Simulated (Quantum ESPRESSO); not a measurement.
# HfO2: single point with PBE

Crystal: HfO2.

```xyz
12
Lattice="5.5564 0.0000 0.0000 0.0000 3.3336 0.0000 0.0000 0.0000 6.5050" Properties=species:S:1:pos:R:3 pbc="T T T"
Hf    4.1815    2.4691    3.8853
Hf    1.3906    0.7740    2.5520
Hf    1.3883    2.4972    5.7696
Hf    4.1909    0.7657    0.7082
O     3.5585    0.8945    2.7300
O     2.0453    2.5509    3.7554
O     0.7929    0.8252    0.4830
O     4.7346    2.4719    6.0444
O     2.8779    0.8858    5.4289
O     2.6931    2.4509    1.0440
O     0.1404    0.8292    4.2611
O     5.4147    2.4903    2.2717
```

The cell comes from a database or a generator and needn't be the stable form of this composition.

The cell isn't the ideal one: atoms moved at random, drawn with an rms of 0.05 Å.

```
Program             : Quantum ESPRESSO 7.5
Task                : single point
Functional          : PBE
Potentials or basis : SSSP 1.3 efficiency PBE
Cutoff              : 816 eV
Density cutoff      : 5987 eV
k mesh              : 5 × 8 × 4
Occupations         : fermi-dirac, width 0.05 eV
Spin                : no spin polarisation
```

* Pressure: 3.0 GPa
* Largest force: 2.070 eV/Å
* Band gap on the k mesh: 3.39 eV, direct

Forces on the atoms (eV/Å):
```
Hf  -0.654  0.590  1.874
Hf   0.644  0.857 -0.259
Hf   0.286  0.000  0.446
Hf  -0.613  0.575 -0.705
O   -0.101 -1.339  0.058
O   -0.504 -0.793 -0.543
O   -0.220 -0.223  0.379
O    0.837 -0.065 -0.862
O    0.098 -0.454  0.560
O   -0.628  0.612 -0.193
O   -0.129  0.024  0.448
O    0.983  0.219 -1.202
```

Stress tensor (GPa, compression positive):
```
 2.75  0.07 -0.98
 0.07  2.87  1.44
-0.98  1.44  3.35
```

Levels at points of the mesh, in eV from the valence-band top:
| k point | band 44 | band 45 | band 46 | band 47 | band 48 | band 49 | band 50 | band 51 | band 52 | band 53 |
| --- | --- | --- | --- | --- | --- | --- | --- | --- | --- | --- |
| (0.00, 0.00, 0.00) | -1.00 | -0.93 | -0.34 | -0.14 | 0.00 | 3.39 | 4.23 | 4.41 | 4.91 | 5.55 |
| (0.00, 0.00, -0.50) | -1.12 | -0.69 | -0.63 | -0.58 | -0.28 | 4.08 | 4.39 | 4.73 | 5.05 | 5.13 |
| (0.00, -0.50, 0.00) | -1.52 | -0.87 | -0.83 | -0.74 | -0.66 | 4.97 | 5.18 | 5.74 | 5.81 | 5.93 |
| (0.00, -0.50, -0.50) | -1.12 | -1.04 | -1.02 | -0.80 | -0.65 | 4.97 | 5.08 | 5.93 | 6.10 | 6.12 |

It took 6.8 min on 2 MPI ranks on Arm Neoverse V2, on a shared host, peak memory 0.92 GiB a rank.

Caveat: spin-orbit coupling is left out, which moves the levels of the heavy elements; an odd mesh through Γ misses points on the zone boundary, where band edges often lie.
